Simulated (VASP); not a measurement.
# Ag (Fm-3m) in VASP: relaxation of cell and atoms with PBE

Aim: the relaxation of cell and atoms of Ag with PBE.

Program: VASP 6.6.1. These are calculated values, not measurements. Logs are shortened: lines on timing, memory, paths and dates and some standing lists are left out, and cuts for length are marked.

## 1. The crystal as given

Symmetry: Fm-3m, No. 225, cubic system. Conventional cell: a = 4.146 Å, b = 4.146 Å, c = 4.146 Å, α = 90.00°, β = 90.00°, γ = 90.00°. Ag (site symmetry m-3m) has 12 Ag at 2.93 Å as nearest neighbours.

## 2. Relaxation of cell and atoms, PBE

The input, INCAR:

```
PREC = Accurate
ENCUT = 600
EDIFF = 1E-7
ISMEAR = 1
SIGMA = 0.1
LREAL = False
LASPH = True
NELM = 80
ALGO = Normal
ISIF = 3
LWAVE = False
LCHARG = False
GGA = PE
IBRION = 2
NSW = 90
EDIFFG = -0.005
```

The input, KPOINTS:

```
regular mesh
0
Gamma
  16 16 16
```

The input, POSCAR:

```
Ag                                      
1.0
    0.0000000000      2.0728699247      2.0728699247
    2.0728699247      0.0000000000      2.0728699247
    2.0728699247      2.0728699247      0.0000000000
  Ag            
     1
Direct
     0.0000000000000000    0.0000000000000000    0.0000000000000000
```

Potentials or basis: VASP PAW PBE potentials, release 64 (Ag).

Command:

```bash
$ cat potpaw_PBE.64/Ag/POTCAR > POTCAR
$ mpirun -np 1 vasp_std > vasp.out
```

OUTCAR:

```text
PREC = Accurate
   ENCUT = 600
   EDIFF = 1E-7
   ISMEAR = 1
   LREAL = False
   LASPH = True
   NELM = 80
   ISIF = 3
   GGA = PE
   IBRION = 2
   NSW = 90
   EDIFFG = -0.005

 ion  position               nearest neighbor table
   1  0.000  0.000  0.000-

  LATTYP: Found a face centered cubic cell.
 ALAT       =     4.1457398494

  Lattice vectors:

 A1 = (   0.0000000000,   2.0728699247,   2.0728699247)
 A2 = (   2.0728699247,   0.0000000000,   2.0728699247)
 A3 = (   2.0728699247,   2.0728699247,   0.0000000000)

Analysis of symmetry for initial positions (statically):
=====================================================================
 Subroutine PRICEL returns:
 Original cell was already a primitive cell.

 Routine SETGRP: Setting up the symmetry group for a
 face centered cubic supercell.

 Subroutine GETGRP returns: Found 48 space group operations
 (whereof 48 operations were pure point group operations)
 out of a pool of 48 trial point group operations.

The static configuration has the point symmetry O_h .

Analysis of symmetry for dynamics (positions and initial velocities):
=====================================================================
 Subroutine PRICEL returns:
 Original cell was already a primitive cell.

 Routine SETGRP: Setting up the symmetry group for a
 face centered cubic supercell.

 Subroutine GETGRP returns: Found 48 space group operations
 (whereof 48 operations were pure point group operations)
 out of a pool of 48 trial point group operations.

The dynamic configuration has the point symmetry O_h .

 Subroutine INISYM returns: Found 48 space group operations
 (whereof 48 operations are pure point group operations),
 and found     1 'primitive' translations

----------------------------------------------------------------------------------------

                                     Primitive cell

  volume of cell :      17.8134

  direct lattice vectors                    reciprocal lattice vectors
     0.000000000  2.072869925  2.072869925    -0.241211469  0.241211469  0.241211469
     2.072869925  0.000000000  2.072869925     0.241211469 -0.241211469  0.241211469
     2.072869925  2.072869925  0.000000000     0.241211469  0.241211469 -0.241211469

  length of vectors
     2.931480761  2.931480761  2.931480761     0.417790520  0.417790520  0.417790520

  position of ions in fractional coordinates (direct lattice)
     0.000000000  0.000000000  0.000000000

  ion indices of the primitive-cell ions
   primitive index   ion index
                 1           1

----------------------------------------------------------------------------------------

 KPOINTS: regular mesh

Automatic generation of k-mesh.
 Grid dimensions read from file:
 generate k-points for:   16   16   16

 Generating k-lattice:

  Cartesian coordinates                     Fractional coordinates (reciprocal lattice)
    -0.015075717  0.015075717  0.015075717     0.062500000  0.000000000  0.000000000
     0.015075717 -0.015075717  0.015075717     0.000000000  0.062500000  0.000000000
     0.015075717  0.015075717 -0.015075717     0.000000000  0.000000000  0.062500000

  Length of vectors
     0.026111908  0.026111908  0.026111908

  Shift w.r.t. Gamma in fractional coordinates (k-lattice)
     0.000000000  0.000000000  0.000000000

 Subroutine IBZKPT returns following result:
 ===========================================

 Found    145 irreducible k-points:

 Following reciprocal coordinates:
            Coordinates               Weight
  0.000000  0.000000  0.000000      1.000000
  0.062500  0.000000  0.000000      8.000000
  0.125000  0.000000  0.000000      8.000000
  0.187500  0.000000  0.000000      8.000000
  0.250000  0.000000  0.000000      8.000000
  0.312500  0.000000  0.000000      8.000000
[... 16 lines left out ...]
 -0.125000  0.062500  0.000000     24.000000
 -0.062500  0.062500  0.000000     12.000000
 [... further k-points ...]
   k-points           NKPTS =    145   k-points in BZ     NKDIM =    145   number of bands    NBANDS=      9
   number of dos      NEDOS =    301   number of ions     NIONS =      1
   total plane-waves  NPLWV =  13824
   dimension x,y,z NGX =    24 NGY =   24 NGZ =   24
   dimension x,y,z NGXF=    48 NGYF=   48 NGZF=   48
   ions per type =               1
   NGX,Y,Z   is equivalent  to a cutoff of  13.61, 13.61, 13.61 a.u.
   NGXF,Y,Z  is equivalent  to a cutoff of  27.22, 27.22, 27.22 a.u.
 SYSTEM =  unknown system
   PREC   = accura    normal or accurate (medium, high low for compatibility)
   ISTART =      0    job   : 0-new  1-cont  2-samecut
   ICHARG =      2    charge: 1-file 2-atom 10-const
   ISPIN  =      1    spin polarized calculation?
   LNONCOLLINEAR =      F non collinear calculations
   LSORBIT =      F    spin-orbit coupling
   LASPH  =      T    aspherical Exc in radial PAW
   ENCUT  =  600.0 eV  44.10 Ry    6.64 a.u.   5.85  5.85  5.85*2*pi/ulx,y,z
   NELM   =     80;   NELMIN=  2; NELMDL= -5     # of ELM steps
   EDIFF  = 0.1E-06   stopping-criterion for ELM
   LREAL  =      F    real-space projection
   EDIFFG = -.5E-02   stopping-criterion for IOM
   NSW    =     90    number of steps for IOM
   IBRION =      2    ionic relax: 0-MD 1-quasi-New 2-CG
   NFREE  =      1    steps in history (QN), initial steepest desc. (CG)
   ISIF   =      3    stress and relaxation
   ISYM   =      2    0-nonsym 1-usesym 2-fastsym
   POTIM  = 0.5000    time-step for ionic-motion
   TEBEG  =    0.0;   TEEND  =   0.0 temperature during run
   PSTRESS=    0.0 pullay stress
   NELECT =      11.0000    total number of electrons
   NUPDOWN=      -1.0000    fix difference up-down
   EMIN   =  10.00;   EMAX   =-10.00  energy-range for DOS
   EFERMI =   0.00;   METHOD = LEGACY
   ISMEAR =     1;   SIGMA  =   0.10  broadening in eV -4-tet -1-fermi 0-gaus
   EFERMI_NEDOS =   21; number of points for ismear=-14 and -15
   IALGO  =     38    algorithm
   IMIX   =      4    mixing-type and parameters
     AMIX     =   0.40;   BMIX     =  1.00
     AMIX_MAG =   1.60;   BMIX_MAG =  1.00
  volume/ion in A,a.u.               =      17.81       120.21
  Fermi-wavevector in a.u.,A,eV,Ry     =   1.394088  2.634445 26.442688  1.943483
  Thomas-Fermi vector in A             =   2.517672
   LORBIT       =      0    0 simple, 1 ext, 2 COOP (PROOUT), +10 PAW based schemes
   GGA     = PE    functional components
   LHFCALC =     F    Hartree Fock is set to
   AEXX    =    0.0000 exact exchange contribution
   IVDW    =     0    specifies the selected vdW correction
   LEPSILON=     F    determine dielectric tensor
   LRPA    =     F    only Hartree local field effects (RPA)
 conjugate gradient relaxation of ions
 non-spin polarized calculation
 Methfessel and Paxton  Order N= 1 SIGMA  =   0.10
  energy-cutoff  :      600.00
  volume of cell :       17.81
 maximum number of plane-waves:       609
   NGX = 11   NGY = 11   NGZ = 11

 number of electron      11.0000000 magnetization

 Free energy of the ion-electron system (eV)
  ---------------------------------------------------
  ext. energy  EPLUGINS =         0.00000000
  ---------------------------------------------------
  free energy    TOTEN  =        -2.71866342 eV

  energy without entropy =       -2.71816043  energy(sigma->0) =       -2.71849576

 E-fermi :   7.7862     XC(G=0): -11.9503

 val. band max:        7.7578283786   @ k =   0.5000   0.0625   0.0000
 cond. band min:       7.7926250791   @ k =   0.5000   0.1875   0.0625
 fundamental gap:      0.0347967004
 Fermi energy:         7.7862246001

 k-point     1 :       0.0000    0.0000    0.0000
  band No.  band energies     occupation
      1       0.3845      2.00000
      2       3.1847      2.00000
      3       3.1847      2.00000
      4       3.1847      2.00000
      5       4.1412      2.00000
      6       4.1412      2.00000
      7      23.7590      0.00000
      8      27.0784      0.00000
      9      27.0784      0.00000

 k-point     2 :       0.0625    0.0000    0.0000
  band No.  band energies     occupation
      1       0.5025      2.00000
      2       3.1591      2.00000
      3       3.2163      2.00000
      4       3.2163      2.00000
      5       4.1295      2.00000
      6       4.1295      2.00000
      7      23.7588      0.00000
      8      26.0581      0.00000
      9      27.1101      0.00000

 k-point     3 :       0.1250    0.0000    0.0000
  band No.  band energies     occupation
      1       0.8394      2.00000
      2       3.1058      2.00000
      3       3.2946      2.00000
      4       3.2946      2.00000
      5       4.1104      2.00000
      6       4.1104      2.00000
      7      23.1090      0.00000
      8      24.7523      0.00000
      9      27.1709      0.00000

 k-point     4 :       0.1875    0.0000    0.0000
  band No.  band energies     occupation
      1       1.3178      2.00000
      2       3.1190      2.00000
      3       3.3668      2.00000
      4       3.3668      2.00000
      5       4.1352      2.00000
      6       4.1352      2.00000
      7      21.0266      0.00000
      8      24.5405      0.00000
      9      27.1576      0.00000
[... 205 lines left out ...]
 k-point    22 :      -0.1875    0.0625    0.0000
  band No.  band energies     occupation
      1       1.5705      2.00000
      2       3.0665      2.00000
      3       3.4217      2.00000
      4       3.4254      2.00000
      5       4.0212      2.00000
      6       4.3515      2.00000
      7      20.3239      0.00000
      8      23.8041      0.00000
      9      26.2464      0.00000

 k-point    23 :      -0.1250    0.0625    0.0000
  band No.  band energies     occupation
      1       1.0881      2.00000
      2       3.0371      2.00000
      3       3.3506      2.00000
      4       3.3759      2.00000
      5       4.0089      2.00000
      6       4.2120      2.00000
      7      22.5939      0.00000
      8      24.0714      0.00000
      9      26.3278      0.00000

 k-point    24 :      -0.0625    0.0625    0.0000
  band No.  band energies     occupation
      1       0.6944      2.00000
      2       3.1059      2.00000
      3       3.2594      2.00000
      4       3.2863      2.00000
      5       4.0685      2.00000
      6       4.1607      2.00000
      7      23.6892      0.00000
      8      25.0899      0.00000
      9      26.4420      0.00000

 [... further k-points ...]

------------------------ aborting loop because EDIFF is reached ----------------------------------------

  FORCE on cell =-STRESS in cart. coord.  units (eV):
  Direction    XX          YY          ZZ          XY          YZ          ZX
  --------------------------------------------------------------------------------------
  -------------------------------------------------------------------------------------
  Total        0.0031118      0.0031118      0.0031118      0.0000000      0.0000000     -0.0000000
  in kB        0.2798849      0.2798849      0.2798849      0.0000000      0.0000000     -0.0000000
  external PRESSURE =       0.2798849 kB  Pullay stress =       0.0000000 kB

 VOLUME and BASIS-vectors are now :
 -----------------------------------------------------------------------------
  energy-cutoff  :      600.00
  volume of cell :       17.81
      direct lattice vectors                 reciprocal lattice vectors
     0.000000000  2.072869925  2.072869925    -0.241211469  0.241211469  0.241211469
     2.072869925  0.000000000  2.072869925     0.241211469 -0.241211469  0.241211469
     2.072869925  2.072869925  0.000000000     0.241211469  0.241211469 -0.241211469

 POSITION                                       TOTAL-FORCE (eV/Angst)
 -----------------------------------------------------------------------------------
      0.00000      0.00000      0.00000         0.000000      0.000000      0.000000
 -----------------------------------------------------------------------------------
    total drift:                               -0.000000      0.000000      0.000000

  FREE ENERGIE OF THE ION-ELECTRON SYSTEM (eV)
  ---------------------------------------------------
  free  energy   TOTEN  =        -2.7186634195 eV

  energy  without entropy=       -2.7181604327  energy(sigma->0) =       -2.71849576

 reached required accuracy - stopping structural energy minimisation
```

Run time: 9.2 s. Hardware: 1 thread of Intel Xeon Platinum 8488C (Sapphire Rapids), shared host; peak memory 0.16 GiB.

What came out:

```yaml
Free_energy: -2.7187 eV
Pressure_after_relaxing: 0.0 GPa
Band_gap_on_the_k_mesh: none (metal or under the smearing width)
```

Final structure:
```xyz
1
Lattice="0.0000 2.0729 2.0729 2.0729 0.0000 2.0729 2.0729 2.0729 0.0000" Properties=species:S:1:pos:R:3 pbc="T T T"
Ag    0.0000    0.0000    0.0000
```

Levels at points of the mesh, in eV from the Fermi level:
| k point | band 4 | band 5 | band 6 | band 7 | band 8 | band 9 |
| --- | --- | --- | --- | --- | --- | --- |
| (0.00, 0.00, 0.00) | -4.60 | -3.65 | -3.65 | 15.97 | 19.29 | 19.29 |
| (0.50, 0.00, 0.00) | -2.91 | -2.91 | -0.23 | 3.42 | 15.20 | 17.47 |
| (0.50, 0.50, 0.00) | -2.72 | -2.72 | 1.70 | 6.46 | 10.49 | 10.49 |

Caveat: the relaxation stopped at its first step, so nothing moved.
